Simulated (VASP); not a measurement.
## PbS in VASP 6.6.1, single-point calculation

INCAR

```
ISYM = 3
NSW = 0
LREAL = .FALSE.
EDIFF = 0.0001
LWAVE = .FALSE.
LCHARG = .FALSE.
SIGMA = 0.02
IBRION = -1
NELM = 120
LASPH = .TRUE.
GGA = PE
ISMEAR = -1
ISIF = 2
ENCUT = 520
PREC = Accurate
NBANDS = 17
```

KPOINTS

```
KPOINTS created by Atomic Simulation Environment
0
Gamma
8 8 8
0 0 0
```

POSCAR

```
Pb S
 1.0000000000000000
     0.0000000000000000    2.9872326911000000    2.9872326911000000
     2.9722965276000002    0.0000000000000000    2.9872326911000000
     2.9722965276000002    2.9872326911000000    0.0000000000000000
 Pb  S
   1   1
Cartesian
  0.0000000000000000  0.0000000000000000  0.0000000000000000
  2.9722965275999997  2.9872326911000004  2.9872326911000009
```

The recommended PBE PAW datasets give the neutral cell 20 valence electrons.

Command

```
mpirun -np 1 vasp_std
```

OSZICAR

```
N       E                     dE             d eps       ncg     rms          rms(c)
DAV:   1     0.158252380290E+03    0.15825E+03   -0.97118E+03  2014   0.123E+03
DAV:   2     0.272399290143E+01   -0.15553E+03   -0.14972E+03  2175   0.310E+02
DAV:   3    -0.894928998534E+01   -0.11673E+02   -0.11594E+02  2515   0.899E+01
DAV:   4    -0.925135165384E+01   -0.30206E+00   -0.30174E+00  2585   0.158E+01
DAV:   5    -0.926228890202E+01   -0.10937E-01   -0.10936E-01  2945   0.294E+00
```

Standard output (part)

```
POSCAR found type information on POSCAR PbS
 POSCAR found :  2 types and       2 ions
 LDA part: xc-table for (Slater+PW92), standard interpolation
 POSCAR, INCAR and KPOINTS ok, starting setup
 WAVECAR not read
 entering main loop
|                     _     ____    _    _    _____     _                     |
|                    | |   | |_) | | |  | | | |  __    | |                    |
|                    |_|   |  _ <  | |  | | | | |_ |   |_|                    |
|                     _    | |_) | | |__| | | |__| |    _                     |
|     internal error in CHECK_FULL_KPOINTS: KPOINTS_FULL not properly         |
|     initialised                                                             |
|     If you are not a developer, you should not encounter this problem.      |
|     Please submit a bug report.                                             |
```

VASP stopped with an error.

The run took about 8.7 s on one core of a shared host (Intel Xeon Platinum 8488C) and held 0.17 GiB at most.
